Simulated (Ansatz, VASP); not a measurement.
Two plane-wave programs on SnTe3

File INCAR:

```
PREC = Accurate
ENCUT = 520
EDIFF = 1E-7
ISMEAR = -1
SIGMA = 0.05
LREAL = F
LASPH = T
NELM = 100
ALGO = Normal
ISIF = 2
LWAVE = F
LCHARG = F
GGA = PS
NBANDS = 24
```

File KPOINTS:

```
Automatic mesh
0
Gamma
  6 6 6
```

Contents of POSCAR:

```
SnTe3
1.0
    0.0000000000      3.8353039977      3.8353039977
    3.8353039977      0.0000000000      3.8353039977
    3.8353039977      3.8353039977      0.0000000000
Te Sn
3 1
Direct
    0.5000000000      0.5000000000      0.5000000000
    0.7500000000      0.7500000000      0.7500000000
    0.2500000000      0.2500000000      0.2500000000
    0.0000000000      0.0000000000      0.0000000000
```

File input.yaml:

```yaml
crystal:
  lattice:
    - [0.0, 3.8353039977, 3.8353039977]
    - [3.8353039977, 0.0, 3.8353039977]
    - [3.8353039977, 3.8353039977, 0.0]
  atoms:
    - { symbol: Te, position: [0.5, 0.5, 0.5] }
    - { symbol: Te, position: [0.75, 0.75, 0.75] }
    - { symbol: Te, position: [0.25, 0.25, 0.25] }
    - { symbol: Sn, position: [0.0, 0.0, 0.0] }
hamiltonian:
  xc: pbesol
  pseudopotentials: { kind: paw }
kpoints:
  mp_grid: { grid: [6, 6, 6] }
scf:
  occupations: { method: fermi_dirac, width: 0.05 }
output:
  forces: true
  stress: true
  eigenvalues: true
  write_density: true
  write_potential: true
  elf: true
  volumetric_format: npy
```

Change from the starting cell: volume scaled by 0.98.

Alike in both runs: task single point; functional PBEsol; k mesh 6 × 6 × 6; occupations fermi-dirac, width 0.05 eV; no spin polarisation.

|  | VASP | Ansatz |
| --- | --- | --- |
| version | VASP 6.6.1 | Ansatz 0.2.0 |
| potentials or method | VASP PAW PBE potentials, release 64 (Te, Sn_d) | Ansatz PAW |
| plane-wave cutoff (eV) | 520 | 420 |
| valence electrons in the cell | 32 | 62 |

```csv
,VASP,Ansatz,Ansatz less VASP
gap on the k mesh at the Fermi level (eV),none,none,-
pressure (GPa),-1.9,-1.9,+0.01
```

A gap of «none» marks a metal or a gap that the smearing closes. With one functional, cell and mesh, what is left measures potentials, basis and numerics. The two sets of potentials don't hold the same shells in valence.

Caveats: the PAW data sets were made with another functional, which shifts forces and pressure a little (VASP); the PAW data sets come from PBE, with cores solved anew for the run's functional, which leaves a small shift of forces and pressure (Ansatz). The runs have no spin-orbit coupling, so splittings on Te are missing.
